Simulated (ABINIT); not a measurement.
InP: equation of state with LDA

**The experiment to reproduce.**

From a printed reference work, data compilation, for a bulk crystal of InP: bulk modulus 71 GPa.

Crystal: InP.

```
In P
1.0
     0.00000    2.93050    2.93050
     2.93050    0.00000    2.93050
     2.93050    2.93050    0.00000
In P
1 1
Direct
  0.00000 0.00000 0.00000
  0.75000 0.75000 0.75000
```

```
Program             : ABINIT 10.8.3 (patched build)
Task                : equation of state
Functional          : LDA
Potentials or basis : PseudoDojo NC SR LDA v0.4.1 standard
Cutoff              : 952 eV
k mesh              : 8 × 8 × 8
Occupations         : fermi-dirac, width 0.05 eV
Spin                : no spin polarisation
```

The equilibrium volume is 24.68 Å³/atom, the bulk modulus is 71 GPa and the pressure derivative of the bulk modulus is 4.7.

Energy against volume, from the lowest point:
| volume (Å³/atom) | energy (meV/atom) |
| --- | --- |
| 23.657 | 10.16 |
| 24.160 | 2.51 |
| 24.663 | 0.00 |
| 25.167 | 2.08 |
| 25.670 | 8.25 |
| 26.173 | 18.06 |
| 26.677 | 31.08 |

Run time: 4.1 min on 1 thread of Arm Neoverse V2 (shared host), peak memory 0.12 GiB.

Measured bulk modulus of InP: 71 GPa (a printed reference work, data compilation). This calculation gives 71 GPa (+0.4 %). The fit is for a static lattice scaled at fixed shape and fixed fractional positions.

Caveat: pressures at fixed basis lie under the slope of the energies. LDA usually gives volumes a few per cent too small.
